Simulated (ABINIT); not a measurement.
Mg:

```xyz
2
Lattice="3.2093 0.0000 0.0000 -1.6046 2.7793 0.0000 0.0000 0.0000 5.2103" Properties=species:S:1:pos:R:3 pbc="T T T"
Mg    1.6047    0.9264    3.9077
Mg    0.0000    1.8529    1.3026
```

Program: ABINIT 10.8.3 (patched build). Alike in all runs: no spin polarisation; cell as given; smearing fermi-dirac 0.05 eV. Hardware: 1 thread of Arm Neoverse V2, on a shared host.

Problem. Order these runs on this cell by their wall time, lowest first.
A. task single point; level r2SCAN; potentials or basis JTH PAW PBE v2.0; k mesh 13 × 13 × 6; cutoff (eV) 490; fine-grid cutoff 979.61 eV
B. task band structure; level PBEsol; potentials or basis JTH PAW PBE v2.0; k mesh 10 × 10 × 5; cutoff (eV) 408; fine-grid cutoff 816.342 eV
C. task single point; level LDA; potentials or basis JTH PAW LDA v2.0; k mesh 8 × 8 × 4; cutoff (eV) 408; fine-grid cutoff 816.342 eV

Solution. C (6.4 s), B (28 s), A (80 s).

Runs at the PBE level aren't shown here.
